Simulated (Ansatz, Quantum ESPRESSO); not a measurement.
AgCl: programs and potentials compared

```
Ag Cl
1.0
     0.00000    2.73500    2.73500
     2.73500    0.00000    2.73500
     2.73500    2.73500    0.00000
Ag Cl
1 1
Direct
  0.00000 0.00000 0.00000
  0.50000 0.50000 0.50000
```

Alike in all runs: task equation of state; functional PBEsol; k mesh 8 × 8 × 8; occupations fermi-dirac, width 0.05 eV; no spin polarisation; no spin-orbit coupling.

| program and potentials | plane-wave cutoff (eV) | notes | equilibrium volume (Å³/atom) | bulk modulus (GPa) |
| --- | --- | --- | --- | --- |
| Ansatz, Ansatz PAW | 420 | potentials made for PBE, which Ansatz adapts in part | 20.21 | 56.5 |
| Ansatz, all-electron LAPW, scalar-relativistic | - | - | ? | ? |
| Quantum ESPRESSO, PseudoDojo 0.4.1 SR PBEsol standard | 1116 | - | 20.21 | 56.7 |

**Question.** Estimate from the other rows what the run with Ansatz, all-electron LAPW, scalar-relativistic gave.

**Answer.** Equilibrium volume 20.21 Å³/atom; bulk modulus 56.6 GPa. The other rows, which needn't bracket it: equilibrium volume 20.21; bulk modulus 56.5 to 56.7.
